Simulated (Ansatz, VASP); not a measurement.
Zn4H in VASP and in Ansatz

```xyz
5
Lattice="4.0537 0.0000 0.0000 0.0000 4.0537 0.0000 0.0000 0.0000 4.0537" Properties=species:S:1:pos:R:3 pbc="T T T"
Zn    1.0754    1.0754    1.0754
Zn    2.9783    2.9783    1.0754
Zn    2.9783    1.0754    2.9783
Zn    1.0754    2.9783    2.9783
H     0.0000    0.0000    0.0000
```

Change from the starting cell: ordered vacancies on the anion sites of cuprite (P-43m, No. 215).

Alike in both runs: functional PBE; k mesh 10 × 10 × 10; occupations gaussian, width 0.1 eV; no spin polarisation.

Ansatz relaxed the structure, and its values are those at the end. VASP's run is a single point on that final structure, the one shown.

```csv
,VASP,Ansatz
version,VASP 6.6.1,Ansatz 0.2.0
potentials or method,"VASP PAW PBE potentials, release 64 (Zn, H)","scalar-relativistic, plane waves, PAW"
plane-wave cutoff (eV),520,420
valence electrons in the cell,49,49
```

Ansatz gave:

| Quantity | Value |
| --- | --- |
| gap on the k mesh at the Fermi level (eV) | none |
| pressure (GPa) | 0.0 |

Question: Which values does VASP return?

Answer: gap on the k mesh at the Fermi level (eV): none; pressure (GPa): 0.3.

A gap of «none» marks a metal or a gap that the smearing closes. The functional is the same, so the differences come from potentials, cutoffs and numerics.
